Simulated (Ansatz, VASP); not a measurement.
**MgO (de600): VASP beside Ansatz**

```xyz
2
Lattice="0.0000 2.1245 2.1245 2.1245 0.0000 2.1245 2.1245 2.1245 0.0000" Properties=species:S:1:pos:R:3 pbc="T T T"
Mg    0.0000    0.0000    0.0000
O     2.1245    2.1245    2.1245
```

Alike in both runs: task relaxation of cell and atoms; functional LDA; k mesh 8 × 8 × 8; occupations gaussian, width 0.1 eV; no spin polarisation.

|  | VASP | Ansatz |
| --- | --- | --- |
| version | VASP 6.6.1 | Ansatz 0.2.0 |
| potentials or method | VASP PAW LDA potentials, release 64 (Mg, O) | scalar-relativistic, plane waves, PAW |
| plane-wave cutoff (eV) | 600 | 600 |
| valence electrons in the cell | 8 | 16 |

|  | VASP | Ansatz | Ansatz less VASP |
| --- | --- | --- | --- |
| gap on the k mesh at the Fermi level, each at its own relaxed structure (eV) | 5.16 | 5.03 | -0.132 |
| relaxed volume (Å³/atom) | 8.89 | 9.01 | +0.117 |
| relaxed cell length with the largest relative difference (Å) | 2.930 | 2.942 | +0.0128 |
| energy change over the relaxation (meV/atom) | -27 | -18 | +8.7 |

The two sets of potentials don't hold the same shells in valence. Ansatz warned: «pseudo_functional_mismatch».

 Zero-point motion and thermal expansion aren't in these numbers. Expect the measured gap to be larger: semilocal functionals such as LDA lack the derivative discontinuity.
